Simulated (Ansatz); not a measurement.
Consider the following.

```
ZnTe
1.0
   -0.09330     3.08955     3.08955
    3.08955    -0.09330     3.08955
    2.99624     2.99624     0.00000
Te Zn
1 1
Direct
  0.74537   0.74537   0.75463
  0.00463   0.00463   0.99537
```

No spin polarisation.

The values are results of PBE (Ansatz, a program for electronic structure), no spin-orbit coupling, not measurements. k-mesh 9×9×9 (Γ-centred); smearing 0.05 eV (Fermi–Dirac).

Task: Predict the valence-band top at Γ and space group.

Result: 
- Valence-band top at Γ (three highest levels, from the VBM) = 0.00, -0.23, -0.35 eV
- Space group = Imm2 (No. 44)

With Te present, leaving out spin-orbit coupling can change the band edges. The levels and masses belong to the bands next to the band gap. The cells carry an imposed strain or load. Stability against distortions was not tested. The cell was made from ZnTe in the zinc blende structure (space group F-43m, No. 216) by this change: tensor shear ε_xy = −3.02 %.
